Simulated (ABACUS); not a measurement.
Co:

```
Co
1.0
     2.47200    0.00000    0.00000
    -1.23600    2.14081    0.00000
     0.00000    0.00000    4.02114
Co
2
Direct
  0.66667 0.33333 0.75000
  0.33333 0.66667 0.25000
```

```yaml
Program: ABACUS 3.10.1
Task: relaxation of cell and atoms
Functional: PW91
Potentials_or_basis: PseudoDojo NC SR 0.4.1 PBE standard
Cutoff: 1320 eV
Density_cutoff: 5279 eV
Basis: plane waves
k_mesh: 10 × 10 × 6
Occupations: fermi-dirac, width 0.05 eV
Spin: collinear spin, ferromagnetic start
Starting_moments: "[2.0, 2.0] μB"
```

At the start: pressure 5.1 GPa; volume 10.64 Å³/atom.

Where does the relaxation end?

Over 6 steps the energy falls by 4.2 meV/atom and the volume is 10.88 Å³/atom (+2.2 %); space group P6_3/mmc (No. 194, to 0.05 Å); moment 3.32 μB per cell.

The path:
```
step  energy change (eV)  largest force (eV/Å)  pressure (GPa)  volume (Å³)
   1              0.0000                0.0000            5.07        21.28
   2             -0.0043                0.0000            3.35        21.43
   3             -0.0082                0.0000           -0.02        21.75
   4             -0.0082                0.0000           -0.11        21.76
   5             -0.0083                0.0000           -0.18        21.77
   6             -0.0083                0.0000           -0.07        21.76
```

Final structure:
```xyz
2
Lattice="2.4969 0.0000 0.0000 -1.2484 2.1623 0.0000 0.0000 0.0000 4.0299" Properties=species:S:1:pos:R:3 pbc="T T T"
Co    1.2484    0.7208    3.0224
Co    0.0000    1.4416    1.0075
```

Caveat: the potentials were made for another functional, which shifts forces and pressure.
